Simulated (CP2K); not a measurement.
The system is Ge.

```
CELL_PARAMETERS angstrom
5.87346 0.00000 0.00000
4.45564 3.63824 0.00000
1.41782 0.16553 3.63447
ATOMIC_POSITIONS crystal
Ge 0.72649 0.27351 0.72649
Ge 0.27351 0.72649 0.27351
Ge 0.21813 0.21813 0.78187
Ge 0.78187 0.78187 0.21813
```

This isn't the form of Ge at room conditions, which is diamond.

Base run:

```yaml
Program: CP2K 2026.2
Functional: TASK
Potentials_or_basis: POTENTIAL_UZH Ge GTH-SCAN-q4; TZVP-MOLOPT-SCAN-GTH basis
Density_cutoff: 9184 eV
k_mesh: 7 × 7 × 7
Occupations: fermi-dirac, width 0.05 eV
Spin: no spin polarisation
```

Its results: band gap on the k mesh none (metal or under the smearing width); pressure -3.9 GPa; largest force 0.208 eV/Å.

Question: The run is repeated on the same cell with these changes: functional from TASK to r2SCAN; ngrids from 5 to 4. What comes out?

Answer: Band gap on the k mesh none (metal or under the smearing width); pressure -5.4 GPa; largest force 0.092 eV/Å.

Caveats: the basis of atomic orbitals isn't converged, which shifts pressures, moduli and gaps; the potentials were made for another functional, which shifts forces and pressure (some runs).
